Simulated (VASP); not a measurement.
Here is a VASP 6.6.1 calculation.

INCAR

```
ALGO = Normal ; EDIFF = 1E-6
ENCUT = 520 ; GGA = PE
ISIF = 2 ; ISMEAR = 0
LASPH = True ; LCHARG = False
LREAL = False ; LWAVE = False
NBANDS = 22 ; NELM = 100
PREC = Accurate ; SIGMA = 0.1
```

The input KPOINTS:

```
k-points
0
Gamma
  6 6 4
```

POSCAR

```
Pd
1.0
    4.4702794247      0.0000000000      0.0000000000
   -2.2351397123      3.8713755438      0.0000000000
    0.0000000000      0.0000000000      2.6661315779
Pd
3
Direct
    0.3333553119      0.0000000000      0.3333333333
    0.0000000000      0.3333553119      0.6666666667
    0.6666446881      0.6666446881      0.0000000000
```

Potentials or basis: VASP PAW PBE potentials, release 64 (Pd).

Run with:

```console
$ cat potpaw_PBE.64/Pd/POTCAR > POTCAR
$ mpirun -np 1 vasp_std > vasp.out
```

(1) Predict the pressure.

(2) What does it give for the band gap on the k mesh?

Answers

(1) -0.4 GPa.

(2) none (metal or under the smearing width).

Caveat: the k mesh is coarse (spacing up to 0.59 Å⁻¹), so the values aren't converged.
